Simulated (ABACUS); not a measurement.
Crystal: GaP.

```
Ga P
1.0
     0.00000    2.72525    2.72525
     2.72525    0.00000    2.72525
     2.72525    2.72525    0.00000
Ga P
1 1
Direct
  0.00000 0.00000 0.00000
  0.75000 0.75000 0.75000
```

Base run:

- Program: ABACUS 3.10.1
- Functional: revTPSS
- Potentials or basis: SG15 ONCV 1.2 PBE
- Cutoff: 1279 eV
- Density cutoff: 5116 eV
- Basis: plane waves
- k mesh: 5 × 5 × 5
- Occupations: fermi-dirac, width 0.05 eV
- Spin: no spin polarisation

Its results: band gap on the k mesh 1.57 eV, indirect (least direct gap 1.95 eV); pressure 0.5 GPa.

The run is repeated on the same cell with these changes: functional from revTPSS to SCAN. What comes out?

Band gap on the k mesh 1.78 eV, indirect (least direct gap 1.88 eV); pressure -1.7 GPa.

Caveats: the potentials were made for another functional, which shifts forces and pressure; an odd mesh through Γ misses points on the zone boundary, where band edges often lie.

Not every run made on this cell is shown here.
